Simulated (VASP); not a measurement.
Input of a VASP 6.6.1 run:

The input INCAR:

```
SYSTEM = BN
ALGO = Normal
EDIFF = 1E-6
ENCUT = 520
GGA = PE
ISIF = 2
ISMEAR = 0
LASPH = .True.
LCHARG = .True.
LELF = .True.
LREAL = .False.
LVHAR = .True.
LWAVE = .False.
NBANDS = 11
NELM = 80
PREC = Accurate
SIGMA = 0.05
```

The input KPOINTS:

```
k-points
0
Gamma
  16 16 16
  0 0 0
```

The input POSCAR:

```
BN
1.0
    0.0000000000      1.8135050275      1.8135050275
    1.8135050275      0.0000000000      1.8135050275
    1.8135050275      1.8135050275      0.0000000000
B N
1 1
Direct
    0.0000000000      0.0000000000      0.0000000000
    0.7500000000      0.7500000000      0.7500000000
```

Potentials or basis: VASP PAW PBE potentials, release 64 (B, N).

Launch:

```console
$ cat potpaw_PBE.64/B/POTCAR potpaw_PBE.64/N/POTCAR > POTCAR
$ mpirun -np 1 vasp_std > vasp.out
```

Task: Estimate the band gap on the k mesh.

Result: 4.45 eV, indirect (least direct gap 8.77 eV).

Task: Predict the pressure.

Result: -0.5 GPa.

**The experiment to reproduce.**

From a printed reference work, monograph, for a bulk crystal of BN at 300 K: band gap 6.4 eV (indirect).

A measured gap of BN is 6.4 eV (indirect; 300 K; a printed reference work, monograph); the calculated 4.45 eV misses it by -1.95 eV. The value is that of PBE on a finite k mesh, which can miss the band edges, without temperature or zero-point motion. Semilocal functionals fall short of measured gaps as a rule.
